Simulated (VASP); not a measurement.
# Bi (Im-3m) in VASP: further runs

The runs below take Bi through relaxation of the atoms, with PBE.

Everything below comes from runs of VASP 6.6.1. Logs are shortened: lines on timing, memory, paths and dates and some standing lists are left out, and cuts for length are marked.

## (1) Starting point

It takes space group Im-3m (No. 229, cubic). Conventional cell: a = 3.980 Å, b = 3.980 Å, c = 3.980 Å, α = 90.00°, β = 90.00°, γ = 90.00°. Around Bi (site symmetry m-3m) lie 8 Bi at 3.45 Å.

This isn't the form of Bi at room conditions, which is rhombohedral.

## (2) Relaxation of the atoms, PBE (a relaxed cell with its volume scaled by 0.94)

File INCAR:

```
ALGO = Fast
EDIFF = 1E-7
EDIFFG = -0.01
ENCUT = 600
GGA = PE
IBRION = 2
ISIF = 2
ISMEAR = 1
LASPH = T
LCHARG = F
LREAL = F
LWAVE = F
NELM = 80
NSW = 40
PREC = Accurate
SIGMA = 0.1
```

File KPOINTS:

```
k-points
0
Gamma
  14 14 14
```

File POSCAR:

```
Bi                                      
1.0
   -1.9492549809      1.9492549809      1.9492549809
    1.9492549809     -1.9492549809      1.9492549809
    1.9492549809      1.9492549809     -1.9492549809
  Bi            
     1
Direct
     0.0000000000000000    0.0000000000000000    0.0000000000000000
```

Potentials or basis: VASP PAW PBE potentials, release 64 (Bi_d).

On the command line:

```
$ cat potpaw_PBE.64/Bi_d/POTCAR > POTCAR
$ mpirun -np 1 vasp_std > vasp.out
```

OUTCAR:

```text
EDIFF = 1E-7
   EDIFFG = -0.01
   ENCUT = 600
   GGA = PE
   IBRION = 2
   ISIF = 2
   ISMEAR = 1
   LASPH = T
   LREAL = F
   NELM = 80
   NSW = 40
   PREC = Accurate

 ion  position               nearest neighbor table
   1  0.000  0.000  0.000-

  LATTYP: Found a body centered cubic cell.
 ALAT       =     3.8985099618

  Lattice vectors:

 A1 = (  -1.9492549809,   1.9492549809,   1.9492549809)
 A2 = (   1.9492549809,  -1.9492549809,   1.9492549809)
 A3 = (   1.9492549809,   1.9492549809,  -1.9492549809)

Analysis of symmetry for initial positions (statically):
=====================================================================
 Subroutine PRICEL returns:
 Original cell was already a primitive cell.

 Routine SETGRP: Setting up the symmetry group for a
 body centered cubic supercell.

 Subroutine GETGRP returns: Found 48 space group operations
 (whereof 48 operations were pure point group operations)
 out of a pool of 48 trial point group operations.

The static configuration has the point symmetry O_h .

Analysis of symmetry for dynamics (positions and initial velocities):
=====================================================================
 Subroutine PRICEL returns:
 Original cell was already a primitive cell.

 Routine SETGRP: Setting up the symmetry group for a
 body centered cubic supercell.

 Subroutine GETGRP returns: Found 48 space group operations
 (whereof 48 operations were pure point group operations)
 out of a pool of 48 trial point group operations.

The dynamic configuration has the point symmetry O_h .

 Subroutine INISYM returns: Found 48 space group operations
 (whereof 48 operations are pure point group operations),
 and found     1 'primitive' translations

----------------------------------------------------------------------------------------

                                     Primitive cell

  volume of cell :      29.6255

  direct lattice vectors                    reciprocal lattice vectors
    -1.949254981  1.949254981  1.949254981     0.000000000  0.256508258  0.256508258
     1.949254981 -1.949254981  1.949254981     0.256508258  0.000000000  0.256508258
     1.949254981  1.949254981 -1.949254981     0.256508258  0.256508258  0.000000000

  length of vectors
     3.376208664  3.376208664  3.376208664     0.362757458  0.362757458  0.362757458

  position of ions in fractional coordinates (direct lattice)
     0.000000000  0.000000000  0.000000000

  ion indices of the primitive-cell ions
   primitive index   ion index
                 1           1

----------------------------------------------------------------------------------------

 KPOINTS: k-points

Automatic generation of k-mesh.
 Grid dimensions read from file:
 generate k-points for:   14   14   14

 Generating k-lattice:

  Cartesian coordinates                     Fractional coordinates (reciprocal lattice)
     0.000000000  0.018322018  0.018322018     0.071428571  0.000000000  0.000000000
     0.018322018  0.000000000  0.018322018     0.000000000  0.071428571  0.000000000
     0.018322018  0.018322018  0.000000000     0.000000000  0.000000000  0.071428571

  Length of vectors
     0.025911247  0.025911247  0.025911247

  Shift w.r.t. Gamma in fractional coordinates (k-lattice)
     0.000000000  0.000000000  0.000000000

 Subroutine IBZKPT returns following result:
 ===========================================

 Found    104 irreducible k-points:

 Following reciprocal coordinates:
            Coordinates               Weight
  0.000000  0.000000  0.000000      1.000000
  0.071429  0.000000  0.000000     12.000000
  0.142857  0.000000  0.000000     12.000000
  0.214286  0.000000  0.000000     12.000000
  0.285714  0.000000  0.000000     12.000000
  0.357143  0.000000  0.000000     12.000000
[... 16 lines left out ...]
  0.285714  0.285714  0.000000     24.000000
  0.357143  0.285714  0.000000     24.000000
 [... further k-points ...]
   k-points           NKPTS =    104   k-points in BZ     NKDIM =    104   number of bands    NBANDS=     11
   number of dos      NEDOS =    301   number of ions     NIONS =      1
   total plane-waves  NPLWV =  21952
   dimension x,y,z NGX =    28 NGY =   28 NGZ =   28
   dimension x,y,z NGXF=    56 NGYF=   56 NGZF=   56
   ions per type =               1
   NGX,Y,Z   is equivalent  to a cutoff of  13.79, 13.79, 13.79 a.u.
   NGXF,Y,Z  is equivalent  to a cutoff of  27.57, 27.57, 27.57 a.u.
 SYSTEM =  unknown system
   PREC   = accura    normal or accurate (medium, high low for compatibility)
   ISTART =      0    job   : 0-new  1-cont  2-samecut
   ICHARG =      2    charge: 1-file 2-atom 10-const
   ISPIN  =      1    spin polarized calculation?
   LNONCOLLINEAR =      F non collinear calculations
   LSORBIT =      F    spin-orbit coupling
   LASPH  =      T    aspherical Exc in radial PAW
   ENCUT  =  600.0 eV  44.10 Ry    6.64 a.u.   6.74  6.74  6.74*2*pi/ulx,y,z
   NELM   =     80;   NELMIN=  2; NELMDL= -5     # of ELM steps
   EDIFF  = 0.1E-06   stopping-criterion for ELM
   LREAL  =      F    real-space projection
   EDIFFG = -.1E-01   stopping-criterion for IOM
   NSW    =     40    number of steps for IOM
   IBRION =      2    ionic relax: 0-MD 1-quasi-New 2-CG
   NFREE  =      1    steps in history (QN), initial steepest desc. (CG)
   ISIF   =      2    stress and relaxation
   ISYM   =      2    0-nonsym 1-usesym 2-fastsym
   POTIM  = 0.5000    time-step for ionic-motion
   TEBEG  =    0.0;   TEEND  =   0.0 temperature during run
   PSTRESS=    0.0 pullay stress
   NELECT =      15.0000    total number of electrons
   NUPDOWN=      -1.0000    fix difference up-down
   EMIN   =  10.00;   EMAX   =-10.00  energy-range for DOS
   EFERMI =   0.00;   METHOD = LEGACY
   ISMEAR =     1;   SIGMA  =   0.10  broadening in eV -4-tet -1-fermi 0-gaus
   EFERMI_NEDOS =   21; number of points for ismear=-14 and -15
   IALGO  =     68    algorithm
   IMIX   =      4    mixing-type and parameters
     AMIX     =   0.40;   BMIX     =  1.00
     AMIX_MAG =   1.60;   BMIX_MAG =  1.00
  volume/ion in A,a.u.               =      29.63       199.92
  Fermi-wavevector in a.u.,A,eV,Ry     =   1.304818  2.465748 23.164599  1.702550
  Thomas-Fermi vector in A             =   2.435728
   LORBIT       =      0    0 simple, 1 ext, 2 COOP (PROOUT), +10 PAW based schemes
   GGA     = PE    functional components
   LHFCALC =     F    Hartree Fock is set to
   AEXX    =    0.0000 exact exchange contribution
   IVDW    =     0    specifies the selected vdW correction
   LEPSILON=     F    determine dielectric tensor
   LRPA    =     F    only Hartree local field effects (RPA)
 conjugate gradient relaxation of ions
 non-spin polarized calculation
 RMM-DIIS sequential band-by-band and
 Methfessel and Paxton  Order N= 1 SIGMA  =   0.10
  energy-cutoff  :      600.00
  volume of cell :       29.63
 maximum number of plane-waves:      1002
   NGX = 13   NGY = 13   NGZ = 13

 number of electron      15.0000004 magnetization

 Free energy of the ion-electron system (eV)
  ---------------------------------------------------
  ext. energy  EPLUGINS =         0.00000000
  ---------------------------------------------------
  free energy    TOTEN  =        -3.72805527 eV

  energy without entropy =       -3.72752874  energy(sigma->0) =       -3.72787976

 E-fermi :   8.4740     XC(G=0): -10.5315

 val. band max:        8.4709356552   @ k =  -0.2143   0.2143   0.2143
 cond. band min:       8.4884275370   @ k =  -0.4286   0.4286   0.2857
 fundamental gap:      0.0174918818
 Fermi energy:         8.4739558824

 k-point     1 :       0.0000    0.0000    0.0000
  band No.  band energies     occupation
      1     -14.5423      2.00000
      2     -14.5423      2.00000
      3     -14.5423      2.00000
      4     -14.3907      2.00000
      5     -14.3907      2.00000
      6      -5.3287      2.00000
      7      14.0290      0.00000
      8      14.0290      0.00000
      9      14.0290      0.00000
     10      18.3260      0.00000
     11      19.0298      0.00000

 k-point     2 :       0.0714    0.0000    0.0000
  band No.  band energies     occupation
      1     -14.5447      2.00000
      2     -14.5384      2.00000
      3     -14.5304      2.00000
      4     -14.3934      2.00000
      5     -14.3911      2.00000
      6      -5.2298      2.00000
      7      12.9868      0.00000
      8      13.7124      0.00000
      9      13.9309      0.00000
     10      18.1193      0.00000
     11      18.5956      0.00000

 k-point     3 :       0.1429    0.0000    0.0000
  band No.  band energies     occupation
      1     -14.5513      2.00000
      2     -14.5283      2.00000
      3     -14.4967      2.00000
      4     -14.4005      2.00000
      5     -14.3923      2.00000
      6      -4.9350      2.00000
      7      10.9836      0.00000
      8      12.9698      0.00000
      9      13.6496      0.00000
     10      17.0148      0.00000
     11      17.9040      0.00000

 k-point     4 :       0.2143    0.0000    0.0000
  band No.  band energies     occupation
      1     -14.5608      2.00000
      2     -14.5167      2.00000
      3     -14.4476      2.00000
      4     -14.4082      2.00000
      5     -14.3940      2.00000
      6      -4.4522      2.00000
      7       8.8496     -0.00000
      8      12.1151      0.00000
      9      13.2452      0.00000
     10      16.1364      0.00000
     11      17.3067      0.00000

 k-point     5 :       0.2857    0.0000    0.0000
  band No.  band energies     occupation
      1     -14.5714      2.00000
      2     -14.5102      2.00000
      3     -14.4112      2.00000
      4     -14.3958      2.00000
      5     -14.3925      2.00000
      6      -3.8029      2.00000
      7       6.8282      2.00000
      8      11.3358      0.00000
      9      12.8178      0.00000
     10      15.4857      0.00000
     11      16.8375      0.00000
[... 211 lines left out ...]
 k-point    21 :       0.2857    0.2143   -0.0000
  band No.  band energies     occupation
      1     -14.5574      2.00000
      2     -14.4844      2.00000
      3     -14.4125      2.00000
      4     -14.4076      2.00000
      5     -14.3398      2.00000
      6      -2.1988      2.00000
      7       4.7283      2.00000
      8       7.4609      2.00000
      9      11.3082      0.00000
     10      16.8064      0.00000
     11      18.4600      0.00000

 k-point    22 :       0.3571    0.2143    0.0000
  band No.  band energies     occupation
      1     -14.5585      2.00000
      2     -14.4787      2.00000
      3     -14.4163      2.00000
      4     -14.3982      2.00000
      5     -14.3344      2.00000
      6      -1.7196      2.00000
      7       4.0680      2.00000
      8       7.0110      2.00000
      9      11.1444      0.00000
     10      16.7089      0.00000
     11      19.2950      0.00000

 k-point    23 :       0.2857    0.2857    0.0000
  band No.  band energies     occupation
      1     -14.5536      2.00000
      2     -14.4642      2.00000
      3     -14.4231      2.00000
      4     -14.3961      2.00000
      5     -14.3470      2.00000
      6      -1.6918      2.00000
      7       4.5490      2.00000
      8       6.2328      2.00000
      9      11.0795      0.00000
     10      17.2646      0.00000
     11      18.6600      0.00000

 k-point    24 :       0.3571    0.2857    0.0000
  band No.  band energies     occupation
      1     -14.5525      2.00000
      2     -14.4537      2.00000
      3     -14.4303      2.00000
      4     -14.3846      2.00000
      5     -14.3568      2.00000
      6      -1.4856      2.00000
      7       4.5749      2.00000
      8       5.6943      2.00000
      9      11.0019      0.00000
     10      17.3897      0.00000
     11      19.2147      0.00000

 [... further k-points ...]

------------------------ aborting loop because EDIFF is reached ----------------------------------------

  FORCE on cell =-STRESS in cart. coord.  units (eV):
  Direction    XX          YY          ZZ          XY          YZ          ZX
  --------------------------------------------------------------------------------------
  -------------------------------------------------------------------------------------
  Total        0.6885333      0.6885333      0.6885333     -0.0000000      0.0000000      0.0000000
  in kB       37.2365640     37.2365640     37.2365640     -0.0000000      0.0000000      0.0000000
  external PRESSURE =      37.2365640 kB  Pullay stress =       0.0000000 kB

 VOLUME and BASIS-vectors are now :
 -----------------------------------------------------------------------------
  energy-cutoff  :      600.00
  volume of cell :       29.63
      direct lattice vectors                 reciprocal lattice vectors
    -1.949254981  1.949254981  1.949254981     0.000000000  0.256508258  0.256508258
     1.949254981 -1.949254981  1.949254981     0.256508258  0.000000000  0.256508258
     1.949254981  1.949254981 -1.949254981     0.256508258  0.256508258  0.000000000

 POSITION                                       TOTAL-FORCE (eV/Angst)
 -----------------------------------------------------------------------------------
      0.00000      0.00000      0.00000        -0.000000      0.000000     -0.000000
 -----------------------------------------------------------------------------------
    total drift:                               -0.000000     -0.000000     -0.000000

  FREE ENERGIE OF THE ION-ELECTRON SYSTEM (eV)
  ---------------------------------------------------
  free  energy   TOTEN  =        -3.7280552667 eV

  energy  without entropy=       -3.7275287391  energy(sigma->0) =       -3.72787976

 reached required accuracy - stopping structural energy minimisation
```

Run time: 17 s. Hardware: 1 thread of Intel Xeon 6975P-C (Granite Rapids), shared host; peak memory 0.18 GiB.

What came out:

```
Free energy             : -3.7281 eV
Pressure after relaxing : 3.7 GPa
Band gap on the k mesh  : none (metal or under the smearing width)
```

Final structure:
```xyz
1
Lattice="-1.9493 1.9493 1.9493 1.9493 -1.9493 1.9493 1.9493 1.9493 -1.9493" Properties=species:S:1:pos:R:3 pbc="T T T"
Bi    0.0000    0.0000    0.0000
```

Levels at points of the mesh, in eV from the Fermi level:
```
           k point  band 3  band 4  band 5  band 6  band 7  band 8  band 9  band 10  band 11
(0.00, 0.00, 0.00)  -23.02  -22.86  -22.86  -13.80    5.56    5.56    5.56     9.85    10.56
(0.50, 0.00, 0.00)  -22.87  -22.87  -22.77  -10.47   -5.30    1.74    3.67     6.22     7.77
(0.50, 0.50, 0.50)  -22.79  -22.79  -22.79   -8.13   -1.84   -1.84   -1.84     3.55     3.55
```

Caveat: the relaxation stopped at its first step, so nothing moved; spin-orbit coupling is left out, which moves the levels of the heavy elements.

(Part 1 of 3 ends here.)
